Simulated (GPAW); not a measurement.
# ZnSe (Stilleite) (F-43m) in GPAW: further runs, part 2 of 2

GPAW 26.7.0. Earlier steps stand in the parts before.

## Step 3: Band structure, optPBE-vdW, spin-orbit coupling, no magnetisation

run.py reads:

```python
import numpy as np
from ase.dft.bandgap import bandgap
from ase.io import read, write
from gpaw import GPAW, PW
from gpaw.spinorbit import soc_eigenstates

atoms = read('ZnSe.xyz')

calc = GPAW(mode=PW(600),
            xc={'name': 'optPBE-vdW', 'backend': 'libvdwxc'},
            kpts={'size': (7, 7, 7), 'gamma': True},
            occupations={'name': 'fermi-dirac', 'width': 0.05},
            nbands=18,
            convergence={'density': 1e-05, 'energy': 1e-05},
            maxiter=150,
            txt='gpaw.txt')
atoms.calc = calc
energy = atoms.get_potential_energy()
forces = atoms.get_forces()
calc.write('gs.gpw')
write('result.traj', atoms)
print(f'Energy: {energy:.6f} eV')
print('Forces (eV/A):')
print(forces.round(4))
print('Fermi level:', round(calc.get_fermi_level(), 4), 'eV')
print(f'Gap: {bandgap(calc)[0]:.4f} eV, direct: {bandgap(calc, direct=True)[0]:.4f} eV')

path = atoms.cell.bandpath('GXWKGLUWLK,UX', npoints=80, eps=1e-4)
bs_calc = calc.fixed_density(kpts=path, symmetry='off', nbands=29,
                             convergence={'bands': 'CBM+6.0', 'eigenstates': 1e-6}, txt='bands.txt')
bs = bs_calc.band_structure()
bs.write('bs.json')
print(f'Gap on the path: {bandgap(bs_calc)[0]:.4f} eV')

soc = soc_eigenstates(bs_calc, theta=54.7, phi=45)
np.savetxt('soc_bands.dat', soc.eigenvalues(), fmt='%.4f')
mesh = soc_eigenstates('gs.gpw', theta=54.7, phi=45)
np.savetxt('soc_mesh.dat', mesh.eigenvalues(), fmt='%.4f')
print('Fermi level with spin-orbit coupling:', round(mesh.fermi_level, 4), 'eV')
```

ZnSe.xyz reads:

```xyz
2
Lattice="0.0000000000 2.8338000000 2.8338000000 2.8338000000 0.0000000000 2.8338000000 2.8338000000 2.8338000000 0.0000000000" Properties=species:S:1:pos:R:3 pbc="T T T"
Se     4.2507000000      4.2507000000      4.2507000000
Zn     0.0000000000      0.0000000000      0.0000000000
```

Potentials or basis: GPAW PAW data sets (gpaw-data 1.2.1), pw.

Command:

```sh
> OMP_NUM_THREADS=1 python run.py
```

gpaw.txt:

```text
__  _  _
 | _ |_)|_||  |
 |__||  | ||/\| - 26.7.0

Input parameters:
  mode=PW(ecut=600.0),
  convergence={'density': 1e-05, 'energy': 1e-05},
  kpts=MonkhorstPack(size=(7, 7, 7), gamma=True),
  maxiter=150,
  nbands=18,
  occupations=Occupations(name='fermi-dirac', width=0.05),
  xc=XC(name='optPBE-vdW', backend='libvdwxc')

Diagonalizing LCAO Hamiltonian
Converting LCAO to pw mode

                    Se

       Zn

Atoms  # Å, Bohr magnetons
|   | symbol |        x |        y |        z |    initial magnetic moments |
|---|--------|----------|----------|----------|-----------------------------|
| 0 |     Se | 4.250700 | 4.250700 | 4.250700 | ( 0.0000,  0.0000,  0.0000) |
| 1 |     Zn | 0.000000 | 0.000000 | 0.000000 | ( 0.0000,  0.0000,  0.0000) |

Unit cell  # Å
| periodic |        x |        y |        z |  lengths |    angles |
|----------|----------|----------|----------|----------|-----------|
|      yes | 0.000000 | 2.833800 | 2.833800 | 4.007598 | 60.000000 |
[... 175 lines left out ...]
|iter:   5| |  -37.794753 | -3.56 | -2.32 |
|iter:   6| |  -37.794656 | -3.95 | -2.75 |
|iter:   7| |  -37.794664c| -5.07 | -3.64 |
|iter:   8| |  -37.794667c| -6.27 | -3.95 |
|iter:   9| |  -37.794667c| -8.21c| -5.12c|

Converged in 9 steps
Energy contributions relative to reference atoms: (reference = -114964.858784)

Energy contributions:
  Kinetic:          21.531546
  Coulomb:         -18.729783
  Zero:             -0.081293
  External:          0.000000
  Xc:              -40.515136
  Entropy:          -0.000000
  Spinorbit:         0.000000
  ----------------------------
  Free energy:     -37.794667
  Extrapolated:    -37.794667

dipole moment: (-7.038349, -7.038349, -7.038349)  # |e|*Ang

Fermi level: 4.559
Eigenvalues  # (at kpt = [0.000, 0.000, 0.000])
| band index |      eig [eV] | occ [0-2] |
|------------|---------------|-----------|
|          0 |        -9.365 |     2.000 |
|          1 |        -2.822 |     2.000 |
|          2 |        -2.822 |     2.000 |
|          3 |        -2.822 |     2.000 |
|          4 |        -2.474 |     2.000 |
|          5 |        -2.474 |     2.000 |
[... 10 lines left out ...]
|         16 |        16.964 |     0.000 |
|         17 |        16.964 |     0.000 |

Gap: 1.355 eV
Transition (v -> c):
  (s=0, k=0, n=8, [0.00, 0.00, 0.00]) -> (s=0, k=0, n=9, [0.00, 0.00, 0.00])
No difference between direct/indirect transitions

Forces  # eV/Ang
|       x |        y |        z |
|---------|----------|----------|
| 0.00000 |  0.00000 |  0.00000 |  # Se   0
| 0.00000 | -0.00000 | -0.00000 |  # Zn   1

# Writing to gs.gpw (mode='')
```

bands.txt:

```text
Diagonalizing LCAO Hamiltonian
Converting LCAO to pw mode
convergence criteria:
- Maximum integral of absolute [eigenst]ate change: 1e-06 eV^2 / valence electron
maximum number of iterations: 150

SCF iterations
|iter     | |      energy | eigst |  dens |
[... 87 lines left out ...]
         [0.41666667, 0.41666667, 0.66666667],
         [0.40277778, 0.40277778, 0.69444444],
         [0.38888889, 0.38888889, 0.72222222],
         [0.375     , 0.375     , 0.75      ],
         [0.625     , 0.25      , 0.625     ],
         [0.59375   , 0.1875    , 0.59375   ],
         [0.5625    , 0.125     , 0.5625    ],
         [0.53125   , 0.0625    , 0.53125   ],
         [0.5       , 0.        , 0.5       ]])),
  maxiter=150,
  nbands=29,
  occupations=Occupations(name='fermi-dirac', width=0.05),
  symmetry=Symmetry(point_group=False, time_reversal=False),
  xc=XC(name='optPBE-vdW', backend='libvdwxc')
```

Wall time 54 s (1 thread of Arm Neoverse V1, shared host); peak memory 0.31 GiB.

What came out:

```
Free energy             : -37.7947 eV
Band gap on the k mesh  : 1.22 eV, direct
Band gap along the path : 1.22 eV, direct
```

Levels at the corners of the path, in eV from the valence-band top:
```tsv
point	band 14	band 15	band 16	band 17	band 18	band 19	band 20	band 21	band 22	band 23
Γ	-0.40	0.00	0.00	0.00	0.00	1.22	1.22	5.65	5.65	5.81
X	-4.85	-2.37	-2.37	-2.19	-2.19	2.91	2.91	3.38	3.38	10.60
W	-4.69	-2.99	-2.81	-2.73	-2.72	5.28	5.39	5.47	5.54	6.86
K	-4.73	-3.25	-3.13	-1.89	-1.89	3.51	3.51	5.45	5.56	8.96
Γ	-0.40	0.00	0.00	0.00	0.00	1.22	1.22	5.65	5.65	5.81
L	-5.29	-1.11	-1.11	-0.86	-0.86	2.48	2.48	6.28	6.28	6.34
U	-4.73	-3.25	-3.13	-1.89	-1.89	3.51	3.51	5.45	5.56	8.96
W	-4.69	-2.99	-2.81	-2.73	-2.72	5.28	5.39	5.47	5.54	6.86
L	-5.29	-1.11	-1.11	-0.86	-0.86	2.48	2.48	6.28	6.28	6.34
K	-4.73	-3.25	-3.13	-1.89	-1.89	3.51	3.51	5.45	5.56	8.96
U	-4.73	-3.25	-3.13	-1.89	-1.89	3.51	3.51	5.45	5.56	8.96
X	-4.85	-2.37	-2.37	-2.19	-2.19	2.91	2.91	3.38	3.38	10.60
```

Caveat: spin-orbit coupling was added after a scalar SCF, so levels and gaps hold it while energy, forces, pressure and moments don't; this program's spin-orbit splittings come out too wide for heavy elements; the PAW data sets were made with another functional, which shifts forces and pressure a little.

## Step 4: How close it comes

Step 3. Against the measured gap of ZnSe, 2.695 eV (an exciton energy, a little under the gap; 300 K; “Alloy Disordering Effects on the Thermal Conductivity and Energy Gap Temperature Dependence of Cd1−xZnxSe Ternary Crystals Grown by the Bridgman Method”, 2023, pmc:10253836), the calculated 1.22 eV is off by -1.47 eV. So large a miss can be the level of theory's own, or it may mean another phase, state or a wrong row. The value is that of optPBE-vdW, without temperature or zero-point motion.
